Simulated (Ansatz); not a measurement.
**Ta$_{2}$C: clamped-ion strain scan**

Level of theory: Ansatz, DFT PBEsol, scalar-relativistic, plane waves, PAW. Cutoff 420 eV, Γ-centred 18×18×10 k-points, Gaussian smearing of 0.15 eV. Spin–orbit coupling is left out, which can shift energies with elements as heavy as these. No spin polarisation. Energies are free energies at this smearing, counted from the undisturbed cell; pressure is positive in compression.

The starting cell (relaxed at this level):

```xyz
3
Lattice="3.0953 0.0000 0.0000 -1.5477 2.6806 0.0000 0.0000 0.0000 4.9211" Properties=species:S:1:pos:R:3 pbc="T T T"
Ta    0.0000    1.7871    1.2444
Ta    1.5477    0.8935    3.6767
C     0.0000    0.0000    0.0000
```

The cell is strained by ε times the Voigt pattern (1, 1, 0, 0, 0, 0) (xx, yy, zz, yz, xz, xy; engineering shear) with fractional coordinates fixed. The cell is metallic on the mesh throughout.

| ε | ΔE (meV/atom) |
| --- | --- |
| -0.1500 | 1914.7 |
| -0.1125 | 988.2 |
| -0.0750 | 399.9 |
| -0.0375 | 90.6 |
| 0.0000 | 0.0 |
| 0.0375 | 75.2 |
| 0.0750 | 273.8 |
| 0.1125 | 561.6 |
| 0.1312 | 729.9 |
| 0.1500 | 912.1 |